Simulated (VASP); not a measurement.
# Ge (Fd-3m) in VASP: notebook

Runs on Ge. Level: PBEsol. Tasks: single point.

Program: VASP 6.6.1. These are calculated values, not measurements. Logs are shortened: lines on timing, memory, paths and dates and some standing lists are left out, and cuts for length are marked.

### Step 1. The undisturbed crystal

The structure is cubic, space group Fd-3m (No. 227). The conventional cell has a = 5.658 Å, b = 5.658 Å, c = 5.658 Å, α = 90.00°, β = 90.00°, γ = 90.00°. Ge (site symmetry -43m) has 4 Ge at 2.45 Å as nearest neighbours.

### Step 2. Single point, PBEsol (grid = ENCUT=350 dk=0.45 cell=2x2x1 ISMEAR=0 SIGMA=0.05 LREAL=Auto EDIFF=1e-06)

The input, INCAR:

```
  ALGO = Fast
  EDIFF = 1E-6
  ENCUT = 350
  GGA = PS
  ISIF = 2
  ISMEAR = 0
  LASPH = True
  LCHARG = False
  LREAL = Auto
  LWAVE = False
  NBANDS = 59
  NELM = 120
  PREC = Accurate
  SIGMA = 0.05
```

The input, KPOINTS:

```
k-points
0
Gamma
  5 5 5
```

The input, POSCAR:

```
SiGe7
1.0
    0.0000000000      5.6578200000      5.6578200000
    5.6578200000      0.0000000000      5.6578200000
    2.8289100000      2.8289100000      0.0000000000
Si Ge
1 7
Direct
    0.3750000000      0.3750000000      0.7500000000
    0.3750000000      0.8750000000      0.7500000000
    0.8750000000      0.3750000000      0.7500000000
    0.8750000000      0.8750000000      0.7500000000
    0.2500000000      0.2500000000      0.5000000000
    0.2500000000      0.7500000000      0.5000000000
    0.7500000000      0.2500000000      0.5000000000
    0.7500000000      0.7500000000      0.5000000000
```

Potentials or basis: VASP PAW PBE potentials, release 64 (Si, Ge_d).

Run with:

```bash
$ cat potpaw_PBE.64/Si/POTCAR potpaw_PBE.64/Ge_d/POTCAR > POTCAR
$ mpirun -np 1 vasp_std > vasp.out
```

OUTCAR:

```text
EDIFF = 1E-6
   ENCUT = 350
   GGA = PS
   ISIF = 2
   ISMEAR = 0
   LASPH = True
   LREAL = Auto
   NELM = 120
   PREC = Accurate

 Found     27 irreducible k-points:

 Following reciprocal coordinates:
            Coordinates               Weight
  0.000000  0.000000  0.000000      1.000000
  0.200000  0.000000  0.000000      4.000000
  0.400000  0.000000  0.000000      4.000000
  0.200000  0.200000  0.000000      2.000000
  0.400000  0.200000  0.000000      4.000000
 -0.400000  0.200000  0.000000      4.000000
   k-points           NKPTS =     27   k-points in BZ     NKDIM =     27   number of bands    NBANDS=     59
   number of dos      NEDOS =    301   number of ions     NIONS =      8
   total plane-waves  NPLWV =  60000
   dimension x,y,z NGX =    50 NGY =   50 NGZ =   24
   dimension x,y,z NGXF=   100 NGYF=  100 NGZF=   48
   ions per type =               1   7
   NGX,Y,Z   is equivalent  to a cutoff of  10.39, 10.39,  9.97 a.u.
   NGXF,Y,Z  is equivalent  to a cutoff of  20.78, 20.78, 19.95 a.u.
 SYSTEM =  unknown system
   PREC   = accura    normal or accurate (medium, high low for compatibility)
   ISTART =      0    job   : 0-new  1-cont  2-samecut
   ICHARG =      2    charge: 1-file 2-atom 10-const
   ISPIN  =      1    spin polarized calculation?
   LNONCOLLINEAR =      F non collinear calculations
   LSORBIT =      F    spin-orbit coupling
   LASPH  =      T    aspherical Exc in radial PAW
   ENCUT  =  350.0 eV  25.72 Ry    5.07 a.u.  12.21 12.21  6.10*2*pi/ulx,y,z
   NELM   =    120;   NELMIN=  2; NELMDL= -5     # of ELM steps
   EDIFF  = 0.1E-05   stopping-criterion for ELM
   LREAL  =      T    real-space projection
   EDIFFG = 0.1E-04   stopping-criterion for IOM
   NSW    =      0    number of steps for IOM
   IBRION =     -1    ionic relax: 0-MD 1-quasi-New 2-CG
   NFREE  =      0    steps in history (QN), initial steepest desc. (CG)
   ISIF   =      2    stress and relaxation
   ISYM   =      2    0-nonsym 1-usesym 2-fastsym
   POTIM  = 0.5000    time-step for ionic-motion
   TEBEG  =    0.0;   TEEND  =   0.0 temperature during run
   PSTRESS=    0.0 pullay stress
   NELECT =     102.0000    total number of electrons
   NUPDOWN=      -1.0000    fix difference up-down
   EMIN   =  10.00;   EMAX   =-10.00  energy-range for DOS
   EFERMI =   0.00;   METHOD = LEGACY
   ISMEAR =     0;   SIGMA  =   0.05  broadening in eV -4-tet -1-fermi 0-gaus
   EFERMI_NEDOS =   21; number of points for ismear=-14 and -15
   IALGO  =     68    algorithm
   IMIX   =      4    mixing-type and parameters
     AMIX     =   0.40;   BMIX     =  1.00
     AMIX_MAG =   1.60;   BMIX_MAG =  1.00
  volume/ion in A,a.u.               =      22.64       152.78
  Fermi-wavevector in a.u.,A,eV,Ry     =   1.351945  2.554806 24.868128  1.827756
  Thomas-Fermi vector in A             =   2.479325
   LORBIT       =      0    0 simple, 1 ext, 2 COOP (PROOUT), +10 PAW based schemes
   GGA     = PS    functional components
   LHFCALC =     F    Hartree Fock is set to
   AEXX    =    0.0000 exact exchange contribution
   IVDW    =     0    specifies the selected vdW correction
   LEPSILON=     F    determine dielectric tensor
   LRPA    =     F    only Hartree local field effects (RPA)
 non-spin polarized calculation
 RMM-DIIS sequential band-by-band and
 Gauss-broadening in eV      SIGMA  =   0.05
  energy-cutoff  :      350.00
  volume of cell :      181.11
 maximum number of plane-waves:      2710
 NGX is ok and might be reduce to    50
   NGX = 25   NGY = 25   NGZ = 13

 number of electron     101.9999977 magnetization

 Free energy of the ion-electron system (eV)
  ---------------------------------------------------
  ext. energy  EPLUGINS =         0.00000000
  ---------------------------------------------------
  free energy    TOTEN  =       -40.17030012 eV

  energy without entropy =      -40.17006669  energy(sigma->0) =      -40.17018340

 E-fermi :   4.8900     XC(G=0):  -9.9967

 val. band max:        4.8322536896   @ k =   0.0000   0.0000   0.0000
 cond. band min:       4.9365271524   @ k =   0.0000   0.0000   0.0000
 fundamental gap:      0.1042734628
 Fermi energy:         4.8899702704

 k-point     1 :       0.0000    0.0000    0.0000
  band No.  band energies     occupation
      1     -19.8810      2.00000
      2     -19.8763      2.00000
      3     -19.8696      2.00000
      4     -19.8690      2.00000
      5     -19.8655      2.00000
      6     -19.8557      2.00000
[... 51 lines left out ...]
     58       7.3403      0.00000
     59       7.3438      0.00000

 k-point     2 :       0.2000    0.0000    0.0000
  band No.  band energies     occupation
      1     -19.8809      2.00000
      2     -19.8808      2.00000
      3     -19.8747      2.00000
      4     -19.8698      2.00000
      5     -19.8642      2.00000
      6     -19.8584      2.00000
[... 51 lines left out ...]
     58       7.6629      0.00000
     59       8.2683      0.00000

 k-point     3 :       0.4000    0.0000    0.0000
  band No.  band energies     occupation
      1     -19.8870      2.00000
      2     -19.8806      2.00000
      3     -19.8802      2.00000
      4     -19.8703      2.00000
      5     -19.8643      2.00000
      6     -19.8621      2.00000
[... 51 lines left out ...]
     58       8.2108      0.00000
     59       8.5466      0.00000

 k-point     4 :       0.2000    0.2000    0.0000
  band No.  band energies     occupation
      1     -19.8803      2.00000
      2     -19.8799      2.00000
      3     -19.8718      2.00000
      4     -19.8713      2.00000
      5     -19.8681      2.00000
      6     -19.8587      2.00000
[... 51 lines left out ...]
     58       8.1465      0.00000
     59       8.1857      0.00000

 k-point     5 :       0.4000    0.2000    0.0000
  band No.  band energies     occupation
      1     -19.8849      2.00000
      2     -19.8796      2.00000
      3     -19.8774      2.00000
      4     -19.8726      2.00000
      5     -19.8669      2.00000
      6     -19.8620      2.00000
[... 51 lines left out ...]
     58       8.5888      0.00000
     59       8.7223      0.00000

 k-point     6 :      -0.4000    0.2000    0.0000
  band No.  band energies     occupation
      1     -19.8883      2.00000
      2     -19.8812      2.00000
      3     -19.8801      2.00000
      4     -19.8699      2.00000
      5     -19.8660      2.00000
      6     -19.8648      2.00000
[... 51 lines left out ...]
     58       8.3647      0.00000
     59       8.4839      0.00000

 [... further k-points ...]

------------------------ aborting loop because EDIFF is reached ----------------------------------------

  FORCE on cell =-STRESS in cart. coord.  units (eV):
  Direction    XX          YY          ZZ          XY          YZ          ZX
  --------------------------------------------------------------------------------------
  -------------------------------------------------------------------------------------
  Total       -0.5941990     -0.5941990     -1.0303115      0.2315497      0.0000000      0.0000000
  in kB       -5.2564812     -5.2564812     -9.1144772      2.0483650      0.0000000      0.0000000
  external PRESSURE =      -6.5424799 kB  Pullay stress =       0.0000000 kB

 VOLUME and BASIS-vectors are now :
 -----------------------------------------------------------------------------
  energy-cutoff  :      350.00
  volume of cell :      181.11
      direct lattice vectors                 reciprocal lattice vectors
     0.000000000  5.657820000  5.657820000    -0.088373260  0.088373260  0.088373260
     5.657820000  0.000000000  5.657820000     0.088373260 -0.088373260  0.088373260
     2.828910000  2.828910000  0.000000000     0.176746521  0.176746521 -0.176746521

 POSITION                                       TOTAL-FORCE (eV/Angst)
 -----------------------------------------------------------------------------------
      4.24336      4.24336      4.24336         0.000000      0.000000      0.003635
      7.07227      4.24336      7.07227        -0.015533      0.015533     -0.013353
      4.24336      7.07227      7.07227         0.015533     -0.015533     -0.013353
      7.07227      7.07227      9.90118         0.000000      0.000000     -0.029852
      2.82891      2.82891      2.82891         0.000000      0.000000      0.469846
      5.65782      2.82891      5.65782        -0.228739      0.228739     -0.215124
      2.82891      5.65782      5.65782         0.228739     -0.228739     -0.215124
      5.65782      5.65782      8.48673         0.000000      0.000000      0.013324
 -----------------------------------------------------------------------------------
    total drift:                                0.000019      0.000019     -0.003369

  FREE ENERGIE OF THE ION-ELECTRON SYSTEM (eV)
  ---------------------------------------------------
  free  energy   TOTEN  =       -40.1703001220 eV

  energy  without entropy=      -40.1700666858  energy(sigma->0) =      -40.17018340
```

It took 3.6 min on 1 thread of Intel Xeon 6975P-C (Granite Rapids), shared host; peak memory 0.28 GiB.

These settings aren't checked as converged: the numbers below hold their error.

What came out:

```
Free energy            : -40.1703 eV
Largest force          : 0.470 eV/Å
Band gap on the k mesh : 0.10 eV, direct
```

Caveat: the cutoff is under 1.25 times the usual one of these potentials, so pressure, stress and relaxed cells hold a basis-set (Pulay) error; the PAW data sets were made with another functional, which shifts forces and pressure a little.

### Step 3. Single point, PBEsol (grid = ENCUT=400 dk=0.45 cell=2x2x1 ISMEAR=0 SIGMA=0.05 LREAL=Auto EDIFF=1e-06)

INCAR, as its differences from that of step 2:

```diff
@@ -2,3 +2,3 @@
   EDIFF = 1E-6
-  ENCUT = 350
+  ENCUT = 400
   GGA = PS
```

KPOINTS is that of step 2.

POSCAR is that of step 2.

Potentials or basis: VASP PAW PBE potentials, release 64 (Si, Ge_d).

Run with:

```bash
$ cat potpaw_PBE.64/Si/POTCAR potpaw_PBE.64/Ge_d/POTCAR > POTCAR
$ mpirun -np 1 vasp_std > vasp.out
```

Run time: 4.8 min. Hardware: 1 thread of Intel Xeon 6975P-C (Granite Rapids), shared host; peak memory 0.33 GiB.

The run converged, but some of its settings lie outside the range that counts as converged, so its numbers aren't taken as properties of the crystal.

Results:

```yaml
Free_energy: -40.1627 eV
Pressure: -1.0 GPa
Largest_force: 0.470 eV/Å
Band_gap_on_the_k_mesh: 0.10 eV, direct
```

Caveat: the PAW data sets were made with another functional, which shifts forces and pressure a little.

### Step 4. Single point, PBEsol (grid = ENCUT=350 dk=0.35 cell=2x2x1 ISMEAR=0 SIGMA=0.05 LREAL=Auto EDIFF=1e-06)

INCAR, as its differences from that of step 3:

```diff
@@ -2,3 +2,3 @@
   EDIFF = 1E-6
-  ENCUT = 400
+  ENCUT = 350
   GGA = PS
```

The input, KPOINTS:

```
k-points
0
Gamma
  6 6 6
```

POSCAR is that of step 3.

Run with:

```bash
$ cat potpaw_PBE.64/Si/POTCAR potpaw_PBE.64/Ge_d/POTCAR > POTCAR
$ mpirun -np 1 vasp_std > vasp.out
```

Wall time 5.3 min (1 thread of Intel Xeon 6975P-C (Granite Rapids), shared host); peak memory 0.34 GiB.

These settings aren't checked as converged: the numbers below hold their error.

What came out:

| Item | Value |
| --- | --- |
| Free energy | -40.2147 eV |
| Largest force | 0.465 eV/Å |
| Band gap on the k mesh | 0.11 eV, direct |

Caveat: the cutoff is under 1.25 times the usual one of these potentials, so pressure, stress and relaxed cells hold a basis-set (Pulay) error; the PAW data sets were made with another functional, which shifts forces and pressure a little.

### Step 5. Single point, PBEsol (grid = ENCUT=500 dk=0.45 cell=2x2x1 ISMEAR=0 SIGMA=0.05 LREAL=Auto EDIFF=1e-06)

INCAR, as its differences from that of step 4:

```diff
@@ -2,3 +2,3 @@
   EDIFF = 1E-6
-  ENCUT = 350
+  ENCUT = 500
   GGA = PS
```

The input, KPOINTS:

```
k-points
0
Gamma
  5 5 5
```

POSCAR is that of step 4.

Run with:

```bash
$ cat potpaw_PBE.64/Si/POTCAR potpaw_PBE.64/Ge_d/POTCAR > POTCAR
$ mpirun -np 1 vasp_std > vasp.out
```

It took 5.3 min on 1 thread of Intel Xeon 6975P-C (Granite Rapids), shared host; peak memory 0.41 GiB.

These settings aren't checked as converged: the numbers below hold their error.

Results:

- Free energy: -40.1629 eV
- Pressure: -0.7 GPa
- Largest force: 0.472 eV/Å
- Band gap on the k mesh: 0.10 eV, direct

Caveat: the PAW data sets were made with another functional, which shifts forces and pressure a little.

### Step 6. Single point, PBEsol (grid = ENCUT=600 dk=0.45 cell=2x2x1 ISMEAR=0 SIGMA=0.05 LREAL=Auto EDIFF=1e-06)

INCAR, as its differences from that of step 5:

```diff
@@ -2,3 +2,3 @@
   EDIFF = 1E-6
-  ENCUT = 500
+  ENCUT = 600
   GGA = PS
```

KPOINTS is that of step 5.

POSCAR is that of step 5.

Potentials or basis: VASP PAW PBE potentials, release 64 (Si, Ge_d).

Run with:

```bash
$ cat potpaw_PBE.64/Si/POTCAR potpaw_PBE.64/Ge_d/POTCAR > POTCAR
$ mpirun -np 1 vasp_std > vasp.out
```

Run time: 7.1 min. Hardware: 1 thread of Intel Xeon 6975P-C (Granite Rapids), shared host; peak memory 0.45 GiB.

These settings aren't checked as converged: the numbers below hold their error.

Results:

- Free energy: -40.1649 eV
- Pressure: -0.7 GPa
- Largest force: 0.472 eV/Å
- Band gap on the k mesh: 0.10 eV, direct

Caveat: the PAW data sets were made with another functional, which shifts forces and pressure a little.
